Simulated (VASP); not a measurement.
# Cu (I4/mmm) in VASP: a series of runs

The runs below take Cu through single point, relaxation of cell and atoms, with PBE.

All numbers are computed with VASP 6.6.1; they aren't measurements. Logs are shortened: lines on timing, memory, paths and dates and some standing lists are left out, and cuts for length are marked.

### 1 The crystal as given

The structure is tetragonal, space group I4/mmm (No. 139). The conventional cell has a = 2.951 Å, b = 2.951 Å, c = 2.759 Å, α = 90.00°, β = 90.00°, γ = 90.00°. Cu (site symmetry 4/mmm) has 10 Cu at 2.50 to 2.76 Å as nearest neighbours.

This isn't the form of Cu at room conditions, which is fcc.

### 2 Single point, PBE

Input file INCAR:

```
SYSTEM = Cu
PREC = Accurate
ENCUT = 520
EDIFF = 1E-6
ISMEAR = 0
SIGMA = 0.15
LREAL = .False.
LASPH = .True.
NELM = 100
ALGO = Fast
ISIF = 2
LWAVE = .False.
LCHARG = .True.
GGA = PE
LELF = .True.
LVHAR = .True.
NBANDS = 12
```

Input file KPOINTS:

```
Automatic mesh
0
Gamma
  30 30 30
  0 0 0
```

Input file POSCAR:

```
Cu
1.0
   -1.4755302431      1.4755302431      1.3795566845
    1.4755302431     -1.4755302431      1.3795566845
    1.4755302431      1.4755302431     -1.3795566845
Cu
1
Direct
    0.0000000000      0.0000000000      0.0000000000
```

Potentials or basis: VASP PAW PBE potentials, release 64 (Cu).

Run with:

```bash
$ cat potpaw_PBE.64/Cu/POTCAR > POTCAR
$ mpirun -np 1 vasp_std > vasp.out
```

OUTCAR:

```text
SYSTEM = Cu
   PREC = Accurate
   ENCUT = 520
   EDIFF = 1E-6
   ISMEAR = 0
   LREAL = .False.
   LASPH = .True.
   NELM = 100
   ISIF = 2
   GGA = PE

 ion  position               nearest neighbor table
   1  0.000  0.000  0.000-

  LATTYP: Found a body centered tetragonal cell.
 ALAT       =     2.9510604862
 C/A-ratio  =     0.9349565629

  Lattice vectors:

 A1 = (  -1.4755302431,   1.4755302431,   1.3795566845)
 A2 = (   1.4755302431,  -1.4755302431,   1.3795566845)
 A3 = (   1.4755302431,   1.4755302431,  -1.3795566845)

Analysis of symmetry for initial positions (statically):
=====================================================================
 Subroutine PRICEL returns:
 Original cell was already a primitive cell.

 Routine SETGRP: Setting up the symmetry group for a
 body centered tetragonal supercell.

 Subroutine GETGRP returns: Found 16 space group operations
 (whereof 16 operations were pure point group operations)
 out of a pool of 16 trial point group operations.

The static configuration has the point symmetry D_4h.

Analysis of symmetry for dynamics (positions and initial velocities):
=====================================================================
 Subroutine PRICEL returns:
 Original cell was already a primitive cell.

 Routine SETGRP: Setting up the symmetry group for a
 body centered tetragonal supercell.

 Subroutine GETGRP returns: Found 16 space group operations
 (whereof 16 operations were pure point group operations)
 out of a pool of 16 trial point group operations.

The dynamic configuration has the point symmetry D_4h.

 Subroutine INISYM returns: Found 16 space group operations
 (whereof 16 operations are pure point group operations),
 and found     1 'primitive' translations

----------------------------------------------------------------------------------------

                                     Primitive cell

  volume of cell :      12.0142

  direct lattice vectors                    reciprocal lattice vectors
    -1.475530243  1.475530243  1.379556685     0.000000000  0.338861235  0.362435270
     1.475530243 -1.475530243  1.379556685     0.338861235  0.000000000  0.362435270
     1.475530243  1.475530243 -1.379556685     0.338861235  0.338861235  0.000000000

  length of vectors
     2.501510672  2.501510672  2.501510672     0.496171605  0.496171605  0.479222154

  position of ions in fractional coordinates (direct lattice)
     0.000000000  0.000000000  0.000000000

  ion indices of the primitive-cell ions
   primitive index   ion index
                 1           1

----------------------------------------------------------------------------------------

 KPOINTS: Automatic mesh

Automatic generation of k-mesh.
 Grid dimensions read from file:
 generate k-points for:   30   30   30

 Generating k-lattice:

  Cartesian coordinates                     Fractional coordinates (reciprocal lattice)
     0.000000000  0.011295374  0.012081176     0.033333333 -0.000000000  0.000000000
     0.011295374  0.000000000  0.012081176    -0.000000000  0.033333333  0.000000000
     0.011295374  0.011295374  0.000000000     0.000000000  0.000000000  0.033333333

  Length of vectors
     0.016539054  0.016539054  0.015974072

  Shift w.r.t. Gamma in fractional coordinates (k-lattice)
     0.000000000  0.000000000  0.000000000

 Subroutine IBZKPT returns following result:
 ===========================================

 Found   1992 irreducible k-points:

 Following reciprocal coordinates:
            Coordinates               Weight
  0.000000  0.000000  0.000000      1.000000
  0.033333  0.000000  0.000000      8.000000
  0.066667  0.000000  0.000000      8.000000
  0.100000 -0.000000  0.000000      8.000000
  0.133333  0.000000  0.000000      8.000000
  0.166667  0.000000  0.000000      8.000000
[... 16 lines left out ...]
  0.233333  0.033333  0.000000     16.000000
  0.266667  0.033333  0.000000     16.000000
 [... further k-points ...]
   k-points           NKPTS =   1992   k-points in BZ     NKDIM =   1992   number of bands    NBANDS=     12
   number of dos      NEDOS =    301   number of ions     NIONS =      1
   total plane-waves  NPLWV =   8000
   dimension x,y,z NGX =    20 NGY =   20 NGZ =   20
   dimension x,y,z NGXF=    40 NGYF=   40 NGZF=   40
   ions per type =               1
   NGX,Y,Z   is equivalent  to a cutoff of  13.29, 13.29, 13.29 a.u.
   NGXF,Y,Z  is equivalent  to a cutoff of  26.58, 26.58, 26.58 a.u.
 SYSTEM =  Cu
   PREC   = accura    normal or accurate (medium, high low for compatibility)
   ISTART =      0    job   : 0-new  1-cont  2-samecut
   ICHARG =      2    charge: 1-file 2-atom 10-const
   ISPIN  =      1    spin polarized calculation?
   LNONCOLLINEAR =      F non collinear calculations
   LSORBIT =      F    spin-orbit coupling
   LASPH  =      T    aspherical Exc in radial PAW
   ENCUT  =  520.0 eV  38.22 Ry    6.18 a.u.   4.65  4.65  4.65*2*pi/ulx,y,z
   NELM   =    100;   NELMIN=  2; NELMDL= -5     # of ELM steps
   EDIFF  = 0.1E-05   stopping-criterion for ELM
   LREAL  =      F    real-space projection
   EDIFFG = 0.1E-04   stopping-criterion for IOM
   NSW    =      0    number of steps for IOM
   IBRION =     -1    ionic relax: 0-MD 1-quasi-New 2-CG
   NFREE  =      0    steps in history (QN), initial steepest desc. (CG)
   ISIF   =      2    stress and relaxation
   ISYM   =      2    0-nonsym 1-usesym 2-fastsym
   POTIM  = 0.5000    time-step for ionic-motion
   TEBEG  =    0.0;   TEEND  =   0.0 temperature during run
   PSTRESS=    0.0 pullay stress
   NELECT =      11.0000    total number of electrons
   NUPDOWN=      -1.0000    fix difference up-down
   EMIN   =  10.00;   EMAX   =-10.00  energy-range for DOS
   EFERMI =   0.00;   METHOD = LEGACY
   ISMEAR =     0;   SIGMA  =   0.15  broadening in eV -4-tet -1-fermi 0-gaus
   EFERMI_NEDOS =   21; number of points for ismear=-14 and -15
   IALGO  =     68    algorithm
   IMIX   =      4    mixing-type and parameters
     AMIX     =   0.40;   BMIX     =  1.00
     AMIX_MAG =   1.60;   BMIX_MAG =  1.00
  volume/ion in A,a.u.               =      12.01        81.08
  Fermi-wavevector in a.u.,A,eV,Ry     =   1.589671  3.004042 34.382637  2.527053
  Thomas-Fermi vector in A             =   2.688484
   LORBIT       =      0    0 simple, 1 ext, 2 COOP (PROOUT), +10 PAW based schemes
   GGA     = PE    functional components
   LHFCALC =     F    Hartree Fock is set to
   AEXX    =    0.0000 exact exchange contribution
   IVDW    =     0    specifies the selected vdW correction
   LEPSILON=     F    determine dielectric tensor
   LRPA    =     F    only Hartree local field effects (RPA)
 non-spin polarized calculation
 RMM-DIIS sequential band-by-band and
 Gauss-broadening in eV      SIGMA  =   0.15
  energy-cutoff  :      520.00
  volume of cell :       12.01
 maximum number of plane-waves:       338
   NGX =  9   NGY =  9   NGZ =  9

 number of electron      10.9999992 magnetization

 Free energy of the ion-electron system (eV)
  ---------------------------------------------------
  ext. energy  EPLUGINS =         0.00000000
  ---------------------------------------------------
  free energy    TOTEN  =        -3.69429090 eV

  energy without entropy =       -3.69005581  energy(sigma->0) =       -3.69217335

 E-fermi :   7.3780     XC(G=0): -12.6276

 val. band max:        7.3778320673   @ k =  -0.4000   0.4000   0.2000
 cond. band min:       7.3787314425   @ k =   0.3333   0.1000   0.0667
 fundamental gap:      0.0008993752
 Fermi energy:         7.3780441830

 k-point     1 :       0.0000    0.0000    0.0000
  band No.  band energies     occupation
      1      -1.8407      2.00000
      2       4.1639      2.00000
      3       4.4248      2.00000
      4       4.4248      2.00000
      5       5.1516      2.00000
      6       5.4284      2.00000
      7      31.4867      0.00000
      8      31.4867      0.00000
      9      33.3506      0.00000
     10      35.2807      0.00000
     11      35.2827      0.00000
     12      35.3918      0.00000

 k-point     2 :       0.0333    0.0000    0.0000
  band No.  band energies     occupation
      1      -1.7972      2.00000
      2       4.1687      2.00000
      3       4.4236      2.00000
      4       4.4276      2.00000
      5       5.1525      2.00000
      6       5.4218      2.00000
      7      31.2630      0.00000
      8      31.3392      0.00000
      9      32.9013      0.00000
     10      34.5320      0.00000
     11      34.7087      0.00000
     12      35.1297      0.00000

 k-point     3 :       0.0667    0.0000    0.0000
  band No.  band energies     occupation
      1      -1.6672      2.00000
      2       4.1763      2.00000
      3       4.4190      2.00000
      4       4.4428      2.00000
      5       5.1556      2.00000
      6       5.4034      2.00000
      7      30.5534      0.00000
      8      30.9597      0.00000
      9      31.7376      0.00000
     10      33.5419      0.00000
     11      34.0923      0.00000
     12      34.7984      0.00000
[... 286 lines left out ...]
 k-point    23 :       0.2333    0.0333    0.0000
  band No.  band energies     occupation
      1       0.4725      2.00000
      2       3.9073      2.00000
      3       4.2926      2.00000
      4       5.1072      2.00000
      5       5.2248      2.00000
      6       5.3466      2.00000
      7      21.2322      0.00000
      8      26.6263      0.00000
      9      27.2839      0.00000
     10      29.5715      0.00000
     11      31.7637      0.00000
     12      36.1634      0.00000

 k-point    24 :       0.2667    0.0333    0.0000
  band No.  band energies     occupation
      1       1.0109      2.00000
      2       3.8302      2.00000
      3       4.3301      2.00000
      4       5.2245      2.00000
      5       5.2944      2.00000
      6       5.3869      2.00000
      7      19.5412      0.00000
      8      25.9917      0.00000
      9      26.5122      0.00000
     10      29.2413      0.00000
     11      31.5414      0.00000
     12      36.7530      0.00000

 [... further k-points ...]
[... 5 lines left out ...]
  --------------------------------------------------------------------------------------
  -------------------------------------------------------------------------------------
  Total        0.0453082      0.0453082      0.0533105      0.0000000      0.0000000      0.0000000
  in kB        6.0421503      6.0421503      7.1093164      0.0000000      0.0000000      0.0000000
  external PRESSURE =       6.3978723 kB  Pullay stress =       0.0000000 kB

 VOLUME and BASIS-vectors are now :
 -----------------------------------------------------------------------------
  energy-cutoff  :      520.00
  volume of cell :       12.01
      direct lattice vectors                 reciprocal lattice vectors
    -1.475530243  1.475530243  1.379556685     0.000000000  0.338861235  0.362435270
     1.475530243 -1.475530243  1.379556685     0.338861235  0.000000000  0.362435270
     1.475530243  1.475530243 -1.379556685     0.338861235  0.338861235  0.000000000

 POSITION                                       TOTAL-FORCE (eV/Angst)
 -----------------------------------------------------------------------------------
      0.00000      0.00000      0.00000        -0.000000      0.000000      0.000000
 -----------------------------------------------------------------------------------
    total drift:                                0.000000     -0.000000      0.000000

  FREE ENERGIE OF THE ION-ELECTRON SYSTEM (eV)
  ---------------------------------------------------
  free  energy   TOTEN  =        -3.6942908951 eV

  energy  without entropy=       -3.6900558105  energy(sigma->0) =       -3.69217335
```

Run time: 1.9 min. Hardware: 1 thread of Intel Xeon 6975P-C (Granite Rapids), shared host; peak memory 0.37 GiB.

What came out:

| Property | Result |
| --- | --- |
| Free energy | -3.6943 eV |
| Pressure | 0.6 GPa |
| Band gap on the k mesh | none (metal or under the smearing width) |

Stress tensor (GPa, compression positive):
```
0.60 0.00 0.00
0.00 0.60 0.00
0.00 0.00 0.71
```

Levels at points of the mesh, in eV from the Fermi level:
```
           k point  band 3  band 4  band 5  band 6  band 7  band 8  band 9  band 10
(0.00, 0.00, 0.00)   -2.95   -2.95   -2.23   -1.95   24.11   24.11   25.97    27.90
(0.50, 0.00, 0.00)   -2.10   -1.84   -1.36   -0.36    4.52   16.74   16.81    20.65
(0.50, 0.50, 0.00)   -2.30   -2.04   -1.39   -0.86    3.79   18.57   18.70    22.28
(0.50, 0.50, 0.50)   -1.54   -1.54   -1.48    7.31    7.31    9.86   12.82    13.42
```

(Continued in part 2 of 2.)
